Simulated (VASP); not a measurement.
Input of a VASP 6.6.1 run:

File INCAR:

```
SYSTEM = Bi2Te3
  ALGO = Normal
  EDIFF = 1E-7
  EDIFFG = -0.01
  ENCUT = 300
  GGA = PE
  IBRION = 2
  ISIF = 4
  ISMEAR = 0
  LASPH = .TRUE.
  LCHARG = .FALSE.
  LREAL = .FALSE.
  LWAVE = .FALSE.
  NELM = 80
  NSW = 40
  PREC = Accurate
  SIGMA = 0.03
```

KPOINTS

```
k-points
0
G
  5 5 4
  0 0 0
```

File POSCAR:

```
Bi2Te3                                  
1.0
    2.2360684929      1.2909947462     10.8597741522
   -2.2360684929      1.2909947462     10.8597741522
    0.0000000000     -2.5819894926     10.8597741522
  Bi              Te            
     2     3
Direct
     0.3967168243899084    0.3967168243899084    0.3967168243899084
     0.6032831756100917    0.6032831756100917    0.6032831756100988
     0.0000000000000000    0.0000000000000000    0.0000000000000000
     0.2167291935343686    0.2167291935343686    0.2167291935343686
     0.7832708064656313    0.7832708064656313    0.7832708064656313
```

Potentials or basis: VASP PAW PBE potentials, release 64 (Bi, Te).

The run is started by

```bash
$ cat potpaw_PBE.64/Bi/POTCAR potpaw_PBE.64/Te/POTCAR > POTCAR
$ mpirun -np 1 vasp_std > vasp.out
```

Task: Estimate the band gap on the k mesh.

Result: 0.71 eV, direct.

Task: Estimate the energy gained by relaxing.

Result: 1.7 meV/atom.

Forces on the atoms (eV/Å):
```
Bi   0.000  0.000 -0.004
Bi   0.000  0.000  0.004
Te   0.000  0.000  0.000
Te   0.000  0.000 -0.001
Te   0.000  0.000  0.001
```

Caveat: spin-orbit coupling is left out, which as a rule narrows the gap of such compounds by several tenths of an eV; an odd mesh through Γ misses points on the zone boundary, where band edges often lie.
